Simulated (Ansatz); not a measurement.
**I: zone-centre modes**

Level of theory: DFT PBE, scalar-relativistic, plane waves, PAW in Ansatz 0.2.0. Plane waves to 420 eV; Γ-centred k mesh 10×10×10; Gaussian smearing of 0.01 eV. No spin polarisation. Phonons by linear response, acoustic sum rule imposed.

Equilibrium structure at this level:
```xyz
2
Lattice="0.0000 4.7273 5.4594 2.1725 0.0000 5.4594 2.1725 4.7273 0.0000" Properties=species:S:1:pos:R:3 pbc="T T T"
I     2.1725    4.7273    4.0498
I     2.1725    4.7273    6.8690
```

The structure comes from a generated guess, relaxed at this level; another structure or a mixture of phases may lie lower. Spin–orbit coupling is left out, which matters for heavy elements. This form isn't the element's ground state: it lies 64 meV/atom above the standard structure at this level. No dispersion correction is applied, so modes and constants that involve weak contacts between layers, chains or molecules come out too soft.

Q: Is this structure stable against zone-centre distortions?

A: No: 1 of the 3 optical modes are imaginary.

Q: List the optical modes at Γ (i marks imaginary ones).

A:
| frequency (cm⁻¹) | degeneracy |
| --- | --- |
| 26i | 1 |
| 39 | 1 |
| 148 | 1 |
